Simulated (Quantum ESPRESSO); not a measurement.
Al:

```
CELL_PARAMETERS angstrom
0.00000 2.02481 2.02481
2.02481 0.00000 2.02481
2.02481 2.02481 0.00000
ATOMIC_POSITIONS crystal
Al 0.00000 0.00000 0.00000
```

Base run:

| Quantity | Value |
| --- | --- |
| Program | Quantum ESPRESSO 7.5 |
| Functional | LDA |
| Potentials or basis | PseudoDojo 0.4.1 SR LDA standard |
| Cutoff | 599 eV |
| Density cutoff | 2395 eV |
| k mesh | 11 × 11 × 11 |
| Occupations | fermi-dirac, width 0.05 eV |
| Spin | no spin polarisation |

Its results: band gap on the k mesh none (metal or under the smearing width); pressure -3.9 GPa.

The run is repeated on the same cell with these changes: functional from LDA to PBEsol; potentials or basis from PseudoDojo 0.4.1 SR LDA standard to PseudoDojo 0.4.1 SR PBEsol standard; cutoff from 599 eV to 544 eV; density cutoff from 2395 eV to 2177 eV. What comes out?

Band gap on the k mesh none (metal or under the smearing width); pressure -2.1 GPa.

Caveats: some levels on the path didn't converge (some runs).
